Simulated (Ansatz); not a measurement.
Theory: DFT PBEsol, scalar-relativistic, plane waves, PAW in Ansatz.

Structure of BiTe:

```
Bi Te
1.0
     2.39925    1.38521    3.19511
    -2.39925    1.38521    3.19511
     0.00000   -2.77041    3.19511
Bi Te
1 1
Direct
  0.50000 0.50000 0.50000
  0.00000 0.00000 0.00000
```

Plane waves to 420 eV, a k mesh through Γ of 12×12×12 on the computed 2-atom cell and Gaussian smearing (0.10 eV); no spin polarisation.

Levels along Γ–T–H2 | H0–L–Γ–S0 | S2–F–Γ, in eV from the Fermi level, sorted by energy at each point. Points in fractions of the primitive reciprocal vectors: Γ (0.000 0.000 0.000), T (0.500 0.500 0.500), H2 (0.708 0.292 0.500), H0 (0.500 -0.292 0.292), L (0.500 0.000 0.000), S0 (0.396 -0.396 0.000), S2 (0.604 0.000 0.396), F (0.500 0.000 0.500).
```csv
point,"k (1/Å, with 2π)",band 14,band 15,band 16,band 17,band 18,band 19,band 20
Γ,0.000,-3.10,-1.56,2.01,2.74,2.74,3.87,3.87
-,0.141,-3.10,-1.55,1.66,2.40,2.40,4.02,4.02
-,0.281,-3.10,-1.57,0.91,1.64,1.64,4.45,4.45
-,0.421,-3.07,-1.70,0.09,0.79,0.79,4.65,5.14
-,0.562,-2.99,-1.94,-0.66,-0.02,-0.02,5.04,6.04
-,0.702,-2.85,-2.18,-1.26,-0.72,-0.72,5.92,7.14
-,0.843,-2.66,-2.34,-1.65,-1.25,-1.25,7.12,8.39
T,0.983,-2.55,-2.40,-1.79,-1.48,-1.48,8.27,8.95
-,1.061,-2.82,-2.46,-1.63,-1.22,-1.07,8.06,8.73
-,1.139,-3.37,-2.43,-1.54,-0.56,-0.35,7.63,8.23
-,1.217,-3.90,-2.37,-1.45,0.19,0.45,7.16,7.69
-,1.295,-4.36,-2.28,-1.32,0.98,1.28,6.71,7.17
-,1.372,-4.73,-2.16,-1.16,1.77,2.12,6.30,6.69
-,1.450,-5.00,-2.03,-0.98,2.52,2.92,5.95,6.28
H2,1.528,-5.15,-1.89,-0.77,3.16,3.62,5.68,5.94
H0,1.528,-5.15,-1.89,-0.77,3.16,3.62,5.68,5.94
-,1.637,-5.18,-1.67,-0.47,3.67,4.19,5.46,5.60
-,1.746,-4.98,-1.46,-0.17,3.52,4.07,5.28,5.36
-,1.856,-4.57,-1.26,0.10,2.80,3.34,5.17,5.25
-,1.965,-3.98,-1.10,0.30,1.79,2.27,5.30,5.38
-,2.074,-3.24,-0.99,0.43,0.70,1.11,5.63,5.73
-,2.183,-2.43,-0.92,-0.35,0.02,0.49,6.13,6.24
L,2.293,-1.88,-1.04,-0.86,-0.65,0.52,6.62,6.76
-,2.410,-1.95,-1.08,-0.78,-0.44,0.64,6.08,6.25
-,2.528,-2.09,-1.31,-0.40,0.04,0.93,5.57,5.60
-,2.646,-2.25,-1.56,0.12,0.64,1.30,4.98,5.25
-,2.764,-2.49,-1.68,0.73,1.30,1.72,4.50,4.92
-,2.881,-2.78,-1.66,1.34,1.97,2.15,4.16,4.50
-,2.999,-3.01,-1.59,1.82,2.51,2.54,3.94,4.07
Γ,3.117,-3.10,-1.56,2.01,2.74,2.74,3.87,3.87
-,3.265,-2.85,-1.61,1.72,2.24,2.65,4.08,4.12
-,3.413,-2.22,-1.63,0.99,1.26,2.67,4.65,4.69
-,3.561,-1.49,-1.48,0.22,0.26,2.88,5.39,5.55
-,3.709,-1.55,-1.32,-0.05,-0.04,3.24,6.16,6.63
-,3.857,-2.15,-2.06,0.45,0.71,3.68,5.17,7.01
-,4.005,-3.10,-2.61,1.27,1.66,3.90,4.13,7.95
S0,4.154,-3.98,-3.03,2.17,2.54,3.08,4.52,8.86
S2,4.154,-3.98,-3.03,2.17,2.54,3.08,4.52,8.86
-,4.193,-4.18,-3.11,2.39,2.61,3.07,4.60,9.00
-,4.231,-4.36,-3.18,2.54,2.60,3.21,4.67,8.97
-,4.270,-4.52,-3.24,2.45,2.79,3.39,4.73,8.81
-,4.309,-4.65,-3.29,2.37,2.95,3.55,4.78,8.63
-,4.348,-4.75,-3.32,2.31,3.07,3.68,4.82,8.48
-,4.387,-4.81,-3.34,2.27,3.15,3.76,4.84,8.38
F,4.426,-4.83,-3.35,2.26,3.17,3.79,4.85,8.35
-,4.569,-4.77,-3.29,2.33,3.09,3.71,4.25,8.38
-,4.712,-4.58,-3.14,2.44,2.78,3.14,3.51,8.35
-,4.855,-3.50,-2.91,1.31,2.71,3.02,3.25,7.33
-,4.998,-2.66,-2.08,0.08,2.51,3.01,3.45,6.01
-,5.141,-2.58,-1.46,0.14,2.38,2.83,3.86,4.92
-,5.284,-2.88,-1.58,1.50,2.41,2.75,3.94,4.16
Γ,5.427,-3.10,-1.56,2.01,2.74,2.74,3.87,3.87
```

Spin-orbit coupling is left out, which matters for the bands of heavy elements.